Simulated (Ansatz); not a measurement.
Crystal: Si.

```
Si
1.0
    -3.32544    3.32544    1.92239
     3.32544   -3.32544    1.92239
     3.32544    3.32544   -1.92239
Si
4
Direct
  0.82120 0.17880 0.00000
  0.17880 0.82120 0.00000
  0.82120 0.82120 0.64240
  0.17880 0.17880 0.35760
```

This isn't the form of Si at room conditions, which is diamond.

Program: Ansatz 0.2.0. Alike in all runs: task band structure; potentials or basis Ansatz PAW; no spin polarisation; cell as given. Hardware: 2 threads of AMD EPYC 7R13 Processor (Zen 3), on a shared host.

Question: Order these runs on this cell by their wall time, lowest first.
A. level PBEsol; k mesh 8 × 8 × 8; cutoff (eV) 420; smearing fixed; level pbesol; run kind scf
B. level r2SCAN; k mesh 8 × 8 × 8; cutoff (eV) 500; smearing fixed; level r2scan; run kind scf
C. level HSE06; k mesh 6 × 6 × 6; cutoff (eV) 420; smearing fermi-dirac 0.05 eV; points for each segment of the path 4
D. level HSE06; k mesh 6 × 6 × 6; cutoff (eV) 420; smearing fixed; level hse06; run kind scf

Answer: A (1.7 s), B (4.1 s), D (26 s), C (81 s).

Not every run made on this cell is shown here.
